In this calculation of molybdenum disilicide, electron levels coincide exactly at two of the seven wave vectors, because those two lie on the fourfold axis of the tetragonal crystal. One of the coinciding pairs sits almost on the Fermi energy. That single pair supplies about a third of the computed density of states there, although it belongs to less than one per cent of the sampled wave vectors. Symmetry explains why the levels pair; the coarse sampling explains why one pair counts for so much.

Electron levels of MoSi2 (I4/mmm, three-atom primitive cell) at points of the k mesh, calculated with exciting sodium using PBE and all-electron LAPW+lo (rgkmax 6.8), without spin polarisation or spin-orbit coupling. The k mesh is 7×7×7, with Gaussian smearing of width 0.05 eV. Energies are counted from the Fermi energy.

```tsv
point a (reciprocal cell vector)	point b (reciprocal cell vector)	point c (reciprocal cell vector)	level under 4 (eV)	level under 3 (eV)	level under 2 (eV)	level under 1 (eV)	level over 1 (eV)	level over 2 (eV)
0.0000	0.0000	0.0000	-3.483	-3.037	-2.677	-2.677	0.391	3.063
0.1429	0.0000	0.0000	-3.045	-2.434	-2.302	-0.462	2.083	2.490
0.7143	0.2857	0.0000	-5.341	-2.747	-2.210	-1.980	3.029	3.101
0.5714	0.4286	0.0000	-5.340	-3.715	-2.914	-1.340	2.499	2.541
0.8571	0.1429	0.1429	-3.413	-2.357	-1.899	-1.641	1.687	2.170
0.5714	0.4286	0.4286	-1.173	-1.050	-0.512	-0.288	1.147	5.142
0.5714	0.5714	0.4286	-3.491	-2.264	-1.106	-1.106	0.022	0.022
```

Each row is a wave vector, which fixes how the phase of an electron wave changes from one cell of the crystal to the next. The columns "point a", "point b" and "point c" are its coordinates along the three reciprocal cell vectors. The points are numbered here from the top row down. Energies are measured from the Fermi energy, up to which levels are filled. "Level under 1" is the nearest level below it and "level over 1" the nearest above. A column therefore doesn't follow one band: a band that rises through the Fermi energy moves from an "under" column to an "over" column.

The coincidences are easy to find. At point 1 two levels share the energy −2.677 eV. At point 7 there are two such pairs, at −1.106 and at 0.022 eV. The other five points have none, and nothing in their printed coordinates seems to set them apart.

The reason is that the coordinates refer to a slanted cell. The crystal is body-centred, and its smallest cell is spanned by three vectors that run from a corner to neighbouring body centres. Added in pairs, these vectors give the upright edges of the familiar tetragonal box, two of length a and one of length c. Phases add in the same way, so if p, q and r stand for the three printed coordinates, the upright components of the wave vector are

kx = q + r, ky = p + r, kz = p + q,

with kx and ky in units of 2π/a and kz in units of 2π/c.

One more step is needed, because different labels can describe the same wave. Any three whole numbers with an even sum may be subtracted from kx, ky and kz without changing a single phase between equivalent atoms. Point 7 has p = q = 4/7 and r = 3/7, which gives the components 1, 1 and 8/7. Subtracting 1, 1 and 0, and then 0, 0 and 2, leaves 0, 0 and −6/7. The point thus lies on the vertical axis through the zone centre, six sevenths of the way to the zone-boundary point called Z.

Point 1 is the zone centre itself and lies on the same axis. The same arithmetic puts every other point off it. Point 6 is the instructive case, since its coordinates look much like those of point 7. It too is a near neighbour of Z, but it is displaced sideways, and its levels don't pair.

Why should the axis matter? For a wave vector on it, a quarter turn of the crystal about the vertical direction leaves the wave vector unchanged, so it turns each state into one of the same energy. Consider a state that changes sign under a half turn, as a p orbital lying across the axis does. A quarter turn can't simply reproduce it with a plus or a minus sign, because two quarter turns would then restore it instead of reversing it. So the quarter turn either produces a different state or multiplies the state by the imaginary unit i or by −i, as it does for a wave that circulates about the axis. In the second case a vertical mirror plane of the crystal reverses the circulation and supplies the partner. Either way, two different states share one energy.

States that survive the half turn unchanged are under no such compulsion. They can be reproduced by a quarter turn, with or without a change of sign, and they stand alone. That is why the axis carries single levels as well as pairs, such as the one at 0.391 eV at point 1. Symmetry decides which states must have a partner, while the chemical bonding decides at what energy the pair lies.

Away from the axis the quarter turn changes the wave vector and is lost as a symmetry. What remains at the other five points are mirrors and half turns that can be applied in any order with the same result. Such operations can give each state a sign of its own, and they force no two states together. Levels may still come close by accident: at point 4, the farthest from the axis, two levels lie only 0.042 eV apart. Point 2 is much nearer the axis, yet its closest levels are 0.132 eV apart, so a small spacing alone is no sign of symmetry.

The rule has no adjustable constant, and it sorts all seven points correctly. This agreement should be read for what it is. The calculation was given the symmetry of the crystal, so the pairs confirm that the wave vectors have been placed correctly; they are no independent discovery about the material. The energies of the pairs, by contrast, are real results of the electronic structure, and one of them deserves a closer look.

The upper pair at point 7 lies 0.022 eV over the Fermi energy. The calculation smears the edge between filled and empty levels with a Gaussian of width 0.05 eV, a usual device for metals. On that scale the pair is practically at the edge, and each of its levels is about 27% filled. "Over" in the column head describes a position, then, and doesn't mean empty.

How much does this pair add to the density of states at the Fermi energy, the number of states available there per unit of energy? The mesh has 7 × 7 × 7 = 343 wave vectors, and point 7 stands for two of them, itself and its mirror image. With two levels and two spins, the pair brings 2 × 2 × 2/343 = 0.0233 states per cell. The Gaussian then spreads these states over energy.

At a distance E from its centre, a Gaussian of width σ has the height exp(−(E/σ)²)/(√π σ). With E = 0.022 eV and σ = 0.05 eV this is 9.3 per eV. The product is 0.0233 × 9.3 = 0.217 states per eV and cell. The whole calculation finds 0.629, so the pair accounts for about 34% of the total.

That share is a property of the mesh as much as of the crystal. A real band passes through the Fermi energy over a continuous range of wave vectors, whereas here two sampled points speak for their whole neighbourhood. If the pair lay 0.1 eV higher and the Fermi energy stayed in place, its contribution would fall from 0.217 to below 0.001 states per eV and cell. A density of states that depends so strongly on one level is a provisional number.

What the calculation leaves out could cause shifts that approach this size. Spin-orbit coupling is absent, and for the 4d electrons of molybdenum it is roughly of the order of 0.1 eV. It can split the pair into two levels, each still holding both spins, and move one of them across the Fermi energy. The atoms are also not fully relaxed: the silicon atoms still feel forces along the vertical axis. Moving them along that axis would keep the fourfold symmetry, so the pairs would survive, but their energies would shift.

The seven points also invite a misreading. None of their levels lies between −0.288 and 0.022 eV, which looks like a narrow gap. Yet the same calculation finds no gap on its full mesh, and about two thirds of the density of states at the Fermi energy comes from elsewhere on that mesh. The other levels in the table are too far from the Fermi energy, measured in smearing widths, to supply it.

Electron counting fits this picture. The cell holds an even number of electrons, which could exactly fill the bands below a true gap; every wave vector would then have the same number of filled levels. The partly filled pair at point 7 doesn't by itself rule out such a gap, because the smearing would also partly fill levels beside a very narrow one. The absence of a gap on the full mesh does rule it out: the number of levels below the Fermi energy must change from one part of the zone to another, with a surplus in one part balanced by a deficit elsewhere.

This is how a metal can show a large energy jump at every point examined. Between the nearest level below and the nearest above, the jump ranges from 1.1 eV at point 7 to 5.0 eV at point 3. Metallic behaviour doesn't require the two levels to meet at one wave vector. It is enough that a band climbs above the Fermi energy in one region of the zone, or that another dips below it elsewhere.

The two smallest jumps belong to points 7 and 6, the two neighbours of Z. They approach Z from different directions, one along the axis and one sideways, which suggests that the region around Z brings filled and empty states closer together. Why it does so is a matter of how the atomic orbitals combine there, and energies alone don't reveal that. With two points near Z, the pattern is a hint about where to look more finely.

The same reasoning carries over to other structures. Stretch the tetragonal crystal along one of its two equal edges, and the quarter turn is no longer a symmetry; the pairs on the axis then split, by an amount that grows with the strain. In a cubic crystal such as copper, the zone centre has several fourfold axes at once, and sets of three equal levels become possible. In each case the useful question is which rotations and mirrors leave the wave vector unchanged, and whether the order in which they are applied matters.

For practical work, a density of states at the Fermi energy should be checked for its dependence on single levels before it is used to estimate, say, an electronic heat capacity. Doubling the mesh in each direction cuts the weight of one wave vector to an eighth, and a value that then changes markedly was never settled. For this crystal, a finer row of points along the axis would also answer the question that remains. Pairs stay paired all the way from point 1 to point 7, so the pair near the Fermi energy has either climbed from a pair below the Fermi energy at the zone centre, by about 2.7 eV if that is the one at −2.677 eV and by more if it is a deeper one, or come down from a pair above the Fermi energy there. In the first case it would tend to leave holes near Z; in the second, it might bring electrons there.
